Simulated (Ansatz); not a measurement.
# Si3Ge5O16: the cost of one run

All numbers below are computed with Ansatz 0.2.0 (DFT PBE, scalar-relativistic, plane waves, PAW).

## Step 1: The structure to begin with

The cell holds 24 atoms (Ge5O16Si3): a = 5.509 Å, b = 5.509 Å, c = 6.389 Å, α = 115.54°, β = 115.54°, γ = 90.00°.

The sites of an ideal rutile lattice, at a guessed lattice constant, take 3 Si, 5 Ge; 16 O (sublattices apart by semicolons), with a shake of 0.02 Å. Warren-Cowley parameters of the first shell (negative: unlike neighbours preferred): Ge-Si -0.07. In a cell this small the draw can fall short of the order aimed at.

Structure file:

```
CELL_PARAMETERS angstrom
3.89555 -3.89555 0.00000
-3.89555 -3.89555 0.00000
0.00000 3.89555 -5.06421
ATOMIC_POSITIONS crystal
O 0.74785 0.44977 0.49955
O 0.50353 0.19123 0.00150
O 0.25132 0.94579 0.50025
O 0.00406 0.69269 0.99817
O 0.75009 0.06060 0.50226
O 0.49589 0.80626 0.99642
O 0.25303 0.55704 0.50463
O 0.00129 0.30799 0.99792
O 0.93127 0.12340 0.24854
O 0.68241 0.87711 0.74772
O 0.43093 0.62580 0.24715
O 0.17826 0.37870 0.74868
O 0.32686 0.12406 0.25307
O 0.07129 0.87554 0.74941
O 0.82358 0.62245 0.25213
O 0.57179 0.37345 0.75105
Si 0.49721 0.49935 0.00089
Si 0.12486 0.62465 0.24805
Si 0.86652 0.37096 0.74264
Ge 0.74773 0.75073 0.50319
Ge 0.25255 0.24901 0.50099
Ge 0.99643 0.99993 0.00220
Ge 0.62026 0.12036 0.24842
Ge 0.37686 0.87694 0.75527
```

## Step 2: Relaxing on a coarse mesh

A cheap relaxation: coarse mesh, no symmetry, loose thresholds.

Input file input.yaml:

```yaml
crystal:
  lattice:
    - [3.89554834, -3.89554834, 0.0]
    - [-3.89554834, -3.89554834, 0.0]
    - [0.0, 3.89554834, -5.06421284]
  atoms:
    - { symbol: O, position: [0.7478492197, 0.4497743774, 0.499554632] }
    - { symbol: O, position: [0.5035336112, 0.1912253881, 0.0014978668] }
    - { symbol: O, position: [0.2513183013, 0.9457902976, 0.5002462997] }
    - { symbol: O, position: [0.0040562371, 0.6926894784, 0.9981730927] }
    - { symbol: O, position: [0.7500934291, 0.0606025545, 0.5022624792] }
    - { symbol: O, position: [0.4958863524, 0.8062584697, 0.9964181368] }
    - { symbol: O, position: [0.2530309625, 0.5570406706, 0.5046315621] }
    - { symbol: O, position: [0.0012912441, 0.3079864054, 0.9979238703] }
    - { symbol: O, position: [0.9312726166, 0.1234000905, 0.2485442501] }
    - { symbol: O, position: [0.6824050553, 0.877108021, 0.7477188068] }
    - { symbol: O, position: [0.4309273736, 0.625801863, 0.2471526083] }
    - { symbol: O, position: [0.1782590703, 0.3786965333, 0.7486791626] }
    - { symbol: O, position: [0.3268579105, 0.1240582341, 0.2530698176] }
    - { symbol: O, position: [0.0712921361, 0.87553621, 0.7494068494] }
    - { symbol: O, position: [0.8235812773, 0.6224504914, 0.2521337236] }
    - { symbol: O, position: [0.5717908844, 0.3734498056, 0.7510473835] }
    - { symbol: Si, position: [0.4972124298, 0.4993546204, 0.0008879673] }
    - { symbol: Si, position: [0.1248600369, 0.6246509875, 0.2480527052] }
    - { symbol: Si, position: [0.8665166582, 0.3709563591, 0.7426448508] }
    - { symbol: Ge, position: [0.7477336108, 0.7507256069, 0.5031865077] }
    - { symbol: Ge, position: [0.2525511095, 0.2490076067, 0.5009892274] }
    - { symbol: Ge, position: [0.9964258956, 0.9999277136, 0.0021986984] }
    - { symbol: Ge, position: [0.6202640723, 0.1203593349, 0.2484183953] }
    - { symbol: Ge, position: [0.376857369, 0.8769357976, 0.7552695348] }
  symmetry: { detect: false }
basis:
  ecutwfc: 420
kpoints:
  mp_grid: { grid: [3, 3, 3], shift: [0.0, 0.0, 0.0] }
hamiltonian:
  xc: pbe
scf:
  occupations: { method: gaussian, width: 0.1 }
  lower_state_search: "off"
output:
  forces: true
  stress: true
  eigenvalues: true
relax:
  adjacent_minimum: "off"
  f_tol: 0.04
  max_steps: 50
  cell: { stress_tol: 0.3 }
```

Command:

```bash
$ ansatz run input.yaml --threads 4 --pin off --max-ram 9216MiB --backend cpu --events-out ev --progress --plain --runs-dir out
```

Q: Estimate wall time and peak memory on 4 threads of Intel Xeon Platinum 8488C (Sapphire Rapids), shared host.

About 96 s, with a peak of 1.1 GiB.
